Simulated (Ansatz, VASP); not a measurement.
**PtSe2 in VASP and in Ansatz**

```xyz
3
Lattice="3.8357 0.0000 0.0000 -1.9179 3.3218 0.0000 0.0000 0.0000 5.2139" Properties=species:S:1:pos:R:3 pbc="T T T"
Pt    0.0000    0.0000    0.0000
Se    0.0000    2.2146    1.3035
Se    1.9179    1.1073    3.9104
```

Change from the starting cell: strain +0.030 along x and y, +0.030 along z, atoms carried along.

Alike in both runs: task single point; functional PBE; k mesh 12 × 12 × 10; occupations gaussian, width 0.15 eV; no spin polarisation.

```csv
,VASP,Ansatz
version,VASP 6.6.1,Ansatz 0.2.0
potentials or method,"VASP PAW PBE potentials, release 64 (Pt, Se)","scalar-relativistic, plane waves, PAW"
plane-wave cutoff (eV),520,420
valence electrons in the cell,22,50
```

|  | VASP | Ansatz | Ansatz less VASP |
| --- | --- | --- | --- |
| gap on the k mesh at the Fermi level (eV) | none | none | - |
| pressure (GPa) | -3.3 | -3.2 | +0.04 |
| largest component of the traceless stress (GPa) | 1.13 | 1.13 | +0.004 |
| rms of the force components (eV/Å) | 0.192 | 0.192 | +0.0005 |

Atom by atom the forces differ by 0.000 eV/Å (rms over components). A gap of «none» marks a metal or a gap that the smearing closes. The two sets of potentials don't hold the same shells in valence.

The runs have no spin-orbit coupling, so splittings on Pt are missing.
